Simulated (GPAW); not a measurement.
BaTiO3 (Barioperovskite):

```
Ba Ti O
1.0
     3.98550    0.00000    0.00000
     0.00000    2.83690    2.84515
     0.00000   -2.83690    2.84515
Ba Ti O
1 1 3
Direct
  0.00000 0.00000 0.00000
  0.50000 0.51240 0.51240
  0.50000 0.99184 0.50524
  0.50000 0.50524 0.99184
  0.00000 0.48740 0.48740
```

Base run:

| Quantity | Value |
| --- | --- |
| Program | GPAW 26.7.0 |
| Functional | PBE |
| Potentials or basis | GPAW PAW data sets (gpaw-data 1.2.1) |
| Cutoff | 800 eV |
| Basis | pw |
| k mesh | 7 × 7 × 7 |
| Occupations | fermi-dirac, width 0.05 eV |
| Spin | no spin polarisation |

Its results: band gap on the k mesh 1.96 eV, indirect (least direct gap 2.09 eV); pressure 3.6 GPa; largest force 0.246 eV/Å.

Q: The run is repeated on the same cell with these changes: k mesh from 7 × 7 × 7 to 5 × 5 × 5. What comes out?

A: Band gap on the k mesh 2.02 eV, indirect (least direct gap 2.08 eV); pressure 3.6 GPa; largest force 0.252 eV/Å.

Caveats: spin-orbit coupling is left out, which moves the levels of the heavy elements; an odd mesh through Γ misses points on the zone boundary, where band edges often lie (some runs); the mesh misses the band edges, which the band path finds closer together (some runs).
